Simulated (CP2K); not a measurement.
# Rh (Fm-3m) in CP2K: a series of runs

Runs on Rh. Level: r2SCAN. Tasks: single point, equation of state.

Program: CP2K 2026.2. These are calculated values, not measurements. Logs are shortened: lines on timing, memory, paths and dates and some standing lists are left out, and cuts for length are marked.

**Measured values to compare with.**

“Thermal equation of state of rhodium characterized by XRD in a resistively heated diamond anvil cell”, 2024, pmc:11535440 quotes, for a bulk crystal of Rh: bulk modulus 264 ± 1 GPa.

The results are compared with them further down.

**1. Starting point**

Symmetry: Fm-3m, No. 225, cubic system. Conventional cell: a = 3.796 Å, b = 3.796 Å, c = 3.796 Å, α = 90.00°, β = 90.00°, γ = 90.00°. Rh (site symmetry m-3m) is surrounded by 12 Rh at 2.68 Å.

**2. Single point, r2SCAN, 13.67 Å³/atom**

File rh_eos.inp:

```
&GLOBAL
  PROJECT rh_eos
  RUN_TYPE ENERGY_FORCE
  PRINT_LEVEL LOW
&END GLOBAL
&FORCE_EVAL
  METHOD QS
  STRESS_TENSOR ANALYTICAL
  &DFT
    BASIS_SET_FILE_NAME BASIS_MOLOPT_UZH
    POTENTIAL_FILE_NAME POTENTIAL_UZH
    &MGRID
      CUTOFF 675
      REL_CUTOFF 60
      NGRIDS 4
    &END MGRID
    &QS
      METHOD GPW
      EPS_DEFAULT 1.0E-9
    &END QS
    &KPOINTS
      SCHEME MONKHORST-PACK 12 12 12
      GAMMA_CENTERED T
      SYMMETRY T
      SYMMETRY_BACKEND SPGLIB
    &END KPOINTS
    &SCF
      SCF_GUESS ATOMIC
      EPS_SCF 1.0E-6
      MAX_SCF 100
      ADDED_MOS 11
      CHOLESKY OFF
      EPS_EIGVAL 1.0E-7
      &DIAGONALIZATION ON
        ALGORITHM STANDARD
      &END DIAGONALIZATION
      &MIXING ON
        METHOD BROYDEN_MIXING
        ALPHA 0.4
        BETA 1.5
        NBUFFER 8
      &END MIXING
      &SMEAR ON
        METHOD FERMI_DIRAC
        ELECTRONIC_TEMPERATURE 116.05
      &END SMEAR
    &END SCF
    &XC
      &XC_FUNCTIONAL
        &MGGA_X_R2SCAN
        &END MGGA_X_R2SCAN
        &MGGA_C_R2SCAN
        &END MGGA_C_R2SCAN
      &END XC_FUNCTIONAL
    &END XC
    &PRINT
      &KPOINTS ON
      &END KPOINTS
      &MULLIKEN ON
      &END MULLIKEN
      &MO ON
        ENERGIES T
        OCCUPATION_NUMBERS T
        &EACH
          QS_SCF 0
        &END EACH
        ADD_LAST NUMERIC
      &END MO
    &END PRINT
  &END DFT
  &SUBSYS
    &CELL
      ABC 2.6839652093 2.6839652094 2.6839652094
      ALPHA_BETA_GAMMA 59.9999999994 60.0000000001 59.9999999999
      PERIODIC XYZ
    &END CELL
    &COORD
      SCALED
      Rh  0.0000000000 0.0000000000 0.0000000000
    &END COORD
    &KIND Rh
      BASIS_SET TZVP-MOLOPT-SCAN-GTH-q17
      POTENTIAL GTH-SCAN-q17
    &END KIND
    &PRINT
      &ATOMIC_COORDINATES ON
      &END ATOMIC_COORDINATES
      &CELL ON
      &END CELL
      &SYMMETRY ON
      &END SYMMETRY
    &END PRINT
  &END SUBSYS
  &PRINT
    &FORCES ON
    &END FORCES
    &STRESS_TENSOR ON
    &END STRESS_TENSOR
  &END PRINT
&END FORCE_EVAL
```

Potentials or basis: POTENTIAL_UZH Rh GTH-SCAN-q17; TZVP-MOLOPT-SCAN-GTH basis.

On the command line:

```
OMP_NUM_THREADS=1 cp2k.psmp -i rh_eos.inp -o rh_eos.out
```

rh_eos.out:

```text

 CP2K| version string:                                       CP2K version 2026.2
 CP2K| Input file name                                                rh_eos.inp

 GLOBAL| Force Environment number                                              1
 GLOBAL| Basis set file name                                    BASIS_MOLOPT_UZH
 GLOBAL| Potential file name                                       POTENTIAL_UZH
 GLOBAL| MM Potential file name                                     MM_POTENTIAL
 GLOBAL| Coordinate file name                                      __STD_INPUT__
 GLOBAL| Method name                                                        CP2K
 GLOBAL| Project name                                                     rh_eos
 GLOBAL| Run type                                                   ENERGY_FORCE
 GLOBAL| FFT library                                                       FFTW3
 GLOBAL| Diagonalization library                                       ScaLAPACK
 GLOBAL| Cholesky decomposition library                                ScaLAPACK
 GLOBAL| DGEMM library                                                      BLAS
 GLOBAL| Direct generalized diagonalization requested                          F
 GLOBAL| Matrix multiplication library                                 ScaLAPACK
 GLOBAL| Global print level                                                  LOW
 GLOBAL| Total number of message passing processes                             1
 GLOBAL| Number of threads for this process                                    1
 GLOBAL| CPU model name                                 Intel(R) Xeon(R) 6975P-C

 CELL| Volume [angstrom^3]:                                            13.671484
 CELL| Vector a [angstrom]:       2.684     0.000     0.000   |a| =     2.683965
 CELL| Vector b [angstrom]:       1.342     2.324     0.000   |b| =     2.683965
 CELL| Vector c [angstrom]:       1.342     0.775     2.191   |c| =     2.683965
 CELL| Angle (b,c), alpha [degree]:                                    60.000000
 CELL| Angle (a,c), beta  [degree]:                                    60.000000
 CELL| Angle (a,b), gamma [degree]:                                    60.000000
 CELL| Numerically orthorhombic:                                              NO
 CELL| Periodicity                                                           XYZ

 CELL_REF| Volume [angstrom^3]:                                        13.671484
 CELL_REF| Vector a [angstrom     2.684     0.000     0.000   |a| =     2.683965
 CELL_REF| Vector b [angstrom     1.342     2.324     0.000   |b| =     2.683965
 CELL_REF| Vector c [angstrom     1.342     0.775     2.191   |c| =     2.683965
 CELL_REF| Angle (b,c), alpha [degree]:                                60.000000
 CELL_REF| Angle (a,c), beta  [degree]:                                60.000000
 CELL_REF| Angle (a,b), gamma [degree]:                                60.000000
 CELL_REF| Numerically orthorhombic:                                          NO
 CELL_REF| Periodicity                                                       XYZ

 GENERATE|  Preliminary Number of Bonds generated:                             0
 GENERATE|  Achieved consistency in connectivity generation.

[... 136 lines left out ...]

  *** SCF run converged in    13 steps ***

  Electronic density on regular grids:        -16.9999999923        0.0000000077
  Core density on regular grids:               16.9999999932       -0.0000000068
  Total charge density on r-space grids:        0.0000000008
  Total charge density g-space grids:           0.0000000008

  Overlap energy of the core charge distribution:               0.00000000000007
  Self energy of the core charge distribution:               -186.98141647187316
  Core Hamiltonian energy:                                     43.52968955554429
  Hartree energy:                                              47.03118320364253
  Exchange-correlation energy:                                -11.14258315473558
  Electronic entropic energy:                                  -0.00001588191628
  Fermi energy:                                                 0.66321243438880

  Total energy:                                              -107.56314274926582
  Total energy (extrapolated to T->0):                       -107.56313480830768

 MO| EIGENVALUES AND OCCUPATION NUMBERS FOR K POINT 1
 MO|
 MO|  Index      Eigenvalue [a.u.]        Eigenvalue [eV]             Occupation
 MO|      1              -2.315961             -63.020497               2.000000
 MO|      2              -1.127906             -30.691883               2.000000
 MO|      3              -1.100330             -29.941512               2.000000
 MO|      4              -1.100330             -29.941510               2.000000
 MO|      5               0.417089              11.349563               2.000000
 MO|      6               0.532673              14.494781               2.000000
[... 324 lines left out ...]
 MO|     19               2.244486              61.075582               0.000000
 MO|     20               2.294636              62.440218               0.000000
 MO| Sum:                                                              18.000000
 MO| E(Fermi):            0.663212 a.u.         18.046928 eV
 MO| Band gap:            0.061162 a.u.          1.664309 eV

 MO| EIGENVALUES AND OCCUPATION NUMBERS FOR K POINT 14
 MO|
 MO|  Index      Eigenvalue [a.u.]        Eigenvalue [eV]             Occupation
 MO|      1              -2.316403             -63.032536               2.000000
 MO|      2              -1.121082             -30.506189               2.000000
 MO|      3              -1.103946             -30.039911               2.000000
 MO|      4              -1.100305             -29.940832               2.000000
 MO|      5               0.446689              12.155038               2.000000
 MO|      6               0.525282              14.293657               2.000000
[... 12 lines left out ...]
 MO|     19               2.227965              60.626013               0.000000
 MO|     20               2.276486              61.946337               0.000000
 MO| Sum:                                                              18.000000
 MO| E(Fermi):            0.663212 a.u.         18.046928 eV
 MO| Band gap:            0.074915 a.u.          2.038549 eV

 [... the levels of further k-points ...]

 !-----------------------------------------------------------------------------!
                     Mulliken Population Analysis

 #  Atom  Element  Kind  Atomic population                           Net charge
       1     Rh       1         17.000000                              0.000000
 # Total charge                             17.000000                  0.000000

 !-----------------------------------------------------------------------------!

 ENERGY| Total FORCE_EVAL ( QS ) energy [hartree]           -107.563141019919698

 FORCES| Atomic forces [hartree/bohr]
 FORCES|   Atom     x               y               z               |f|
 FORCES|      1 -8.33104443E-14 -4.50408182E-15  9.82239374E-14   1.28875361E-13
 FORCES| Sum    -8.33104443E-14 -4.50408182E-15  9.82239374E-14
 FORCES| Total atomic force                                       1.28875361E-13

 STRESS| Analytical stress tensor [bar]
 STRESS|                        x                   y                   z
 STRESS|      x        1.39312496036E+05   3.26575158580E-02   6.47539371299E-03
 STRESS|      y        3.26575158580E-02   1.39312493244E+05   5.40074816994E-02
 STRESS|      z        6.47539371299E-03   5.40074816994E-02   1.39312497726E+05
 STRESS| 1/3 Trace                                             1.39312495669E+05
 STRESS| Determinant                                           2.70377293850E+15

 STRESS| Eigenvectors and eigenvalues of the analytical stress tensor [bar]
 STRESS|                        1                   2                   3
 STRESS| Eigenvalues   1.39312434782E+05   1.39312490758E+05   1.39312561467E+05
 STRESS|      x          -0.328031160795     -0.855897001692      0.399794797417
 STRESS|      y           0.733346583090      0.036055101142      0.678898238878
 STRESS|      z          -0.595481608967      0.515887925984      0.615841944987
```

Run time: 4 min. Hardware: 1 thread of Intel Xeon 6975P-C (Granite Rapids), shared host; peak memory 0.35 GiB.

Results:

| Quantity | Value |
| --- | --- |
| Free energy | -2926.9419 eV |
| Pressure | 13.9 GPa |
| Band gap on the k mesh | none (metal or under the smearing width) |

Caveat: the basis of atomic orbitals isn't converged, which shifts pressures, moduli and gaps.

**3. Single point, r2SCAN, 13.40 Å³/atom (volume scaled by 0.98)**

Edit rh_eos.inp of step 2 so:

```diff
@@ -11,2 +11,3 @@
     POTENTIAL_FILE_NAME POTENTIAL_UZH
+    WFN_RESTART_FILE_NAME previous-RESTART.kp
     &MGRID
@@ -27,3 +28,3 @@
     &SCF
-      SCF_GUESS ATOMIC
+      SCF_GUESS RESTART
       EPS_SCF 1.0E-6
@@ -72,4 +73,4 @@
     &CELL
-      ABC 2.6839652093 2.6839652094 2.6839652094
-      ALPHA_BETA_GAMMA 59.9999999994 60.0000000001 59.9999999999
+      ABC 2.6659514772 2.6659514773 2.6659514773
+      ALPHA_BETA_GAMMA 59.9999999978 59.9999999990 59.9999999991
       PERIODIC XYZ
```

Potentials or basis: POTENTIAL_UZH Rh GTH-SCAN-q17; TZVP-MOLOPT-SCAN-GTH basis.

On the command line:

```
OMP_NUM_THREADS=1 cp2k.psmp -i rh_eos.inp -o rh_eos.out
```

Wall time 3.6 min (1 thread of Intel Xeon 6975P-C (Granite Rapids), shared host); peak memory 0.35 GiB.

It converged, with:

* Free energy: -2926.9120 eV
* Pressure: 21.2 GPa
* Band gap on the k mesh: none (metal or under the smearing width)

Caveat: the basis of atomic orbitals isn't converged, which shifts pressures, moduli and gaps.

**4. Single point, r2SCAN, 13.94 Å³/atom (volume scaled by 1.02)**

Edit rh_eos.inp of step 3 so:

```diff
@@ -73,4 +73,4 @@
     &CELL
-      ABC 2.6659514772 2.6659514773 2.6659514773
-      ALPHA_BETA_GAMMA 59.9999999978 59.9999999990 59.9999999991
+      ABC 2.7017403314 2.7017403315 2.7017403315
+      ALPHA_BETA_GAMMA 59.9999999992 60.0000000009 60.0000000008
       PERIODIC XYZ
```

On the command line:

```
OMP_NUM_THREADS=1 cp2k.psmp -i rh_eos.inp -o rh_eos.out
```

Run time: 3.3 min. Hardware: 1 thread of Intel Xeon 6975P-C (Granite Rapids), shared host; peak memory 0.34 GiB.

It converged, with:

```yaml
Free_energy: -2926.9601 eV
Pressure: 7.5 GPa
Band_gap_on_the_k_mesh: none (metal or under the smearing width)
```

Caveat: the basis of atomic orbitals isn't converged, which shifts pressures, moduli and gaps.

**5. Single point, r2SCAN, 13.12 Å³/atom (volume scaled by 0.96)**

Edit rh_eos.inp of step 4 so:

```diff
@@ -73,4 +73,4 @@
     &CELL
-      ABC 2.7017403314 2.7017403315 2.7017403315
-      ALPHA_BETA_GAMMA 59.9999999992 60.0000000009 60.0000000008
+      ABC 2.6476909625 2.6476909626 2.6476909626
+      ALPHA_BETA_GAMMA 59.9999999998 59.9999999999 60.0000000002
       PERIODIC XYZ
```

On the command line:

```
OMP_NUM_THREADS=1 cp2k.psmp -i rh_eos.inp -o rh_eos.out
```

Run time: 3.5 min. Hardware: 1 thread of Intel Xeon 6975P-C (Granite Rapids), shared host; peak memory 0.35 GiB.

The run converged. Its results:

- Free energy: -2926.8689 eV
- Pressure: 29.5 GPa
- Band gap on the k mesh: none (metal or under the smearing width)

Caveat: the basis of atomic orbitals isn't converged, which shifts pressures, moduli and gaps.

**6. Single point, r2SCAN, 14.22 Å³/atom (volume scaled by 1.04)**

Edit rh_eos.inp of step 5 so:

```diff
@@ -73,4 +73,4 @@
     &CELL
-      ABC 2.6476909625 2.6476909626 2.6476909626
-      ALPHA_BETA_GAMMA 59.9999999998 59.9999999999 60.0000000002
+      ABC 2.7192845913 2.7192845914 2.7192845915
+      ALPHA_BETA_GAMMA 59.9999999993 60.0000000008 60.0000000003
       PERIODIC XYZ
```

Potentials or basis: POTENTIAL_UZH Rh GTH-SCAN-q17; TZVP-MOLOPT-SCAN-GTH basis.

On the command line:

```
OMP_NUM_THREADS=1 cp2k.psmp -i rh_eos.inp -o rh_eos.out
```

It took 3.5 min on 1 thread of Intel Xeon 6975P-C (Granite Rapids), shared host; peak memory 0.35 GiB.

It converged, with:

```yaml
Free_energy: -2926.9678 eV
Pressure: 1.7 GPa
Band_gap_on_the_k_mesh: none (metal or under the smearing width)
```

Caveat: the basis of atomic orbitals isn't converged, which shifts pressures, moduli and gaps.

**7. Single point, r2SCAN, 12.85 Å³/atom (volume scaled by 0.94)**

Edit rh_eos.inp of step 6 so:

```diff
@@ -73,4 +73,4 @@
     &CELL
-      ABC 2.7192845913 2.7192845914 2.7192845915
-      ALPHA_BETA_GAMMA 59.9999999993 60.0000000008 60.0000000003
+      ABC 2.6291750353 2.6291750354 2.6291750354
+      ALPHA_BETA_GAMMA 60.0000000005 60.0000000003 59.9999999994
       PERIODIC XYZ
```

On the command line:

```
OMP_NUM_THREADS=1 cp2k.psmp -i rh_eos.inp -o rh_eos.out
```

Wall time 3.6 min (1 thread of Intel Xeon 6975P-C (Granite Rapids), shared host); peak memory 0.36 GiB.

Results (log left out):

| Property | Result |
| --- | --- |
| Free energy | -2926.8108 eV |
| Pressure | 38.7 GPa |
| Band gap on the k mesh | none (metal or under the smearing width) |

Caveat: the basis of atomic orbitals isn't converged, which shifts pressures, moduli and gaps.

**8. Single point, r2SCAN, 14.49 Å³/atom (volume scaled by 1.06)**

Edit rh_eos.inp of step 7 so:

```diff
@@ -73,4 +73,4 @@
     &CELL
-      ABC 2.6291750353 2.6291750354 2.6291750354
-      ALPHA_BETA_GAMMA 60.0000000005 60.0000000003 59.9999999994
+      ABC 2.7366053423 2.7366053424 2.7366053424
+      ALPHA_BETA_GAMMA 59.9999999991 60.0000000000 60.0000000005
       PERIODIC XYZ
```

On the command line:

```
OMP_NUM_THREADS=1 cp2k.psmp -i rh_eos.inp -o rh_eos.out
```

Run time: 3.5 min. Hardware: 1 thread of Intel Xeon 6975P-C (Granite Rapids), shared host; peak memory 0.34 GiB.

It converged, with:

```
Free energy            : -2926.9663 eV
Pressure               : -3.4 GPa
Band gap on the k mesh : none (metal or under the smearing width)
```

Caveat: the basis of atomic orbitals isn't converged, which shifts pressures, moduli and gaps.

**9. Equation of state, r2SCAN**

Potentials or basis: POTENTIAL_UZH Rh GTH-SCAN-q17; TZVP-MOLOPT-SCAN-GTH basis.

No new run: the results of the series are fitted here.

Results:

- Equilibrium volume: 14.31 Å³/atom
- Bulk modulus: 272 GPa
- Pressure derivative of the bulk modulus: 5.3

Energy against volume, from the lowest point:
```tsv
volume (Å³/atom)	energy (meV/atom)
12.851	156.98
13.125	98.93
13.398	55.79
13.671	25.89
13.945	7.76
14.218	0.00
14.492	1.48
```

Caveat: the basis of atomic orbitals isn't converged, which shifts pressures, moduli and gaps.

**10. How close it comes**

Step 9. A measured bulk modulus of Rh is 264 GPa (quoted in “Thermal equation of state of rhodium characterized by XRD in a resistively heated diamond anvil cell”, 2024, pmc:11535440); the calculated 272 GPa misses it by +2.9 %. The fit is for a static lattice scaled at fixed shape and fixed fractional positions.
